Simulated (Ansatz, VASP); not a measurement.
# PbS: VASP beside Ansatz

POSCAR

```
PbS
1.0
    4.9770432883      0.0000000000      0.0000000000
   -2.4885216442      4.3102459234      0.0000000000
    0.0000000000      0.0000000000      5.9737069405
Pb S
2 2
Direct
    0.3333333333      0.6666666667     -0.0640853953
    0.6666666667      0.3333333333      0.4359146047
    0.3333333333      0.6666666667      0.4390853953
    0.6666666667      0.3333333333      0.9390853953
```

INCAR.step1

```
SYSTEM = PbS
PREC     = Accurate       ! precision mode
ENCUT    = 520            ! plane-wave cutoff, eV
ISMEAR   = 0              ! smearing method
SIGMA    = 0.01           ! smearing width, eV
LREAL    = .FALSE.        ! projectors in reciprocal space
LASPH    = .TRUE.         ! aspherical terms in the spheres
NELM     = 100            ! most SCF steps
NBANDS   = 28             ! bands
GGA      = PE             ! functional
ALGO     = Normal         ! electronic algorithm
EDIFF    = 1E-4           ! SCF threshold, eV
LWAVE    = .TRUE.         ! write WAVECAR
LCHARG   = .FALSE.        ! write CHGCAR
```

INCAR.step2

```
SYSTEM = PbS
PREC     = Accurate       ! precision mode
ENCUT    = 520            ! plane-wave cutoff, eV
EDIFF    = 1E-7           ! SCF threshold, eV
ISMEAR   = 0              ! smearing method
SIGMA    = 0.01           ! smearing width, eV
LREAL    = .FALSE.        ! projectors in reciprocal space
LASPH    = .TRUE.         ! aspherical terms in the spheres
NELM     = 100            ! most SCF steps
ALGO     = Normal         ! electronic algorithm
ISIF     = 2              ! what is computed and relaxed
LWAVE    = .FALSE.        ! write WAVECAR
LCHARG   = .TRUE.         ! write CHGCAR
METAGGA  = R2SCAN         ! meta-GGA
LMIXTAU  = .TRUE.       
LELF     = .TRUE.         ! ELF
LVHAR    = .TRUE.       
NBANDS   = 28             ! bands
ISTART   = 1
```

The input KPOINTS:

```
Automatic mesh
0
G
  6 6 4
  0 0 0
```

Input for Ansatz:

```yaml
crystal:
  lattice:
    - [4.9770432883, 0.0, 0.0]
    - [-2.4885216442, 4.3102459234, 0.0]
    - [0.0, 0.0, 5.9737069405]
  atoms:
    - { symbol: Pb, position: [0.3333333333, 0.6666666667, -0.0640853953] }
    - { symbol: Pb, position: [0.6666666667, 0.3333333333, 0.4359146047] }
    - { symbol: S, position: [0.3333333333, 0.6666666667, 0.4390853953] }
    - { symbol: S, position: [0.6666666667, 0.3333333333, 0.9390853953] }
kpoints:
  mp_grid: { grid: [6, 6, 4] }
  band_path:
    path:
      - [0.0, 0.0, 0.0]
      - [0.5, 0.0, 0.0]
      - [0.3333333333, 0.3333333333, 0.0]
      - [0.0, 0.0, 0.5]
      - [0.5, 0.0, 0.5]
      - [0.3333333333, 0.3333333333, 0.5]
    npoints: 1
hamiltonian:
  xc: r2scan
scf:
  occupations: { method: fixed }
  n_extra_bands: 5
output:
  forces: true
  stress: true
  eigenvalues: true
```

Change from the starting cell: hydrostatic strain -0.4%.

Alike in both runs: task single point; functional r2SCAN; k mesh 6 × 6 × 4; no spin polarisation.

|  | VASP | Ansatz |
| --- | --- | --- |
| version | VASP 6.6.1 | Ansatz 0.2.0 |
| potentials or method | VASP PAW PBE potentials, release 64 (Pb_d, S) | plane waves, PAW |
| plane-wave cutoff (eV) | 520 | 500 |
| occupations | gaussian, width 0.01 eV | fixed |
| valence electrons in the cell | 40 | 40 |

|  | VASP | Ansatz | Ansatz less VASP |
| --- | --- | --- | --- |
| gap on the k mesh at the Fermi level (eV) | 1.71 | 1.71 | -0.005 |
| pressure (GPa) | 0.5 | 0.5 | +0.01 |

Caveats: the PAW data sets were made with another functional, which shifts forces and pressure a little (VASP); spin-orbit coupling is left out, which as a rule narrows the gap of such compounds by several tenths of an eV. A k mesh can miss the band edges.
